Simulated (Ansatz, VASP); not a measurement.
**Two plane-wave programs on SiC**

The input INCAR:

```
PREC = Accurate
ENCUT = 520
EDIFF = 1E-6
ISMEAR = -1
SIGMA = 0.02
LREAL = F
LASPH = T
NELM = 60
ALGO = Normal
ISIF = 2
LWAVE = F
LCHARG = F
GGA = PE
NBANDS = 11
```

KPOINTS

```
Automatic mesh
0
Gamma
  10 10 10
```

The input POSCAR:

```
SiC
1.0
    0.0000000000      2.2525390581      2.1780497564
    2.1780497564      0.0000000000      2.1780497564
    2.1780497564      2.2525390581      0.0000000000
Si C
1 1
Direct
    0.2500000000      0.2500000000      0.2500000000
    0.0000000000      0.0000000000      0.0000000000
```

Input for Ansatz:

```yaml
crystal:
  lattice:
    - [0.0, 2.2525390581, 2.1780497564]
    - [2.1780497564, 0.0, 2.1780497564]
    - [2.1780497564, 2.2525390581, 0.0]
  atoms:
    - { symbol: Si, position: [0.25, 0.25, 0.25] }
    - { symbol: C, position: [0.0, 0.0, 0.0] }
kpoints:
  mp_grid: { grid: [10, 10, 10] }
  band_path:
    path:
      - [0.0, 0.0, 0.0]
      - [-0.5, -0.5, 0.0]
      - [-0.375, -0.375, 0.25]
      - [-0.375, 0.0, 0.375]
      - [0.0, 0.0, 0.5]
      - [-0.5, -0.25, 0.25]
      - [0.0, 0.5, 0.5]
    npoints: 1
hamiltonian:
  xc: pbe
scf:
  occupations: { method: fermi_dirac, width: 0.02 }
  n_extra_bands: 4
output:
  forces: true
  stress: true
  eigenvalues: true
```

Change from the starting cell: uniaxial_y strain +3.4%.

Alike in both runs: task single point; functional PBE; k mesh 10 × 10 × 10; occupations fermi-dirac, width 0.02 eV; no spin polarisation.

|  | VASP | Ansatz |
| --- | --- | --- |
| version | VASP 6.6.1 | Ansatz 0.2.0 |
| potentials or method | VASP PAW PBE potentials, release 64 (Si, C) | plane waves, PAW |
| plane-wave cutoff (eV) | 520 | 420 |
| valence electrons in the cell | 8 | 8 |

```tsv
	VASP	Ansatz	Ansatz less VASP
gap on the k mesh at the Fermi level (eV)	1.21	1.21	+0.002
pressure (GPa)	-3.7	-3.6	+0.04
largest component of the traceless stress (GPa)	6.13	6.11	-0.015
```

A k mesh can miss the band edges.
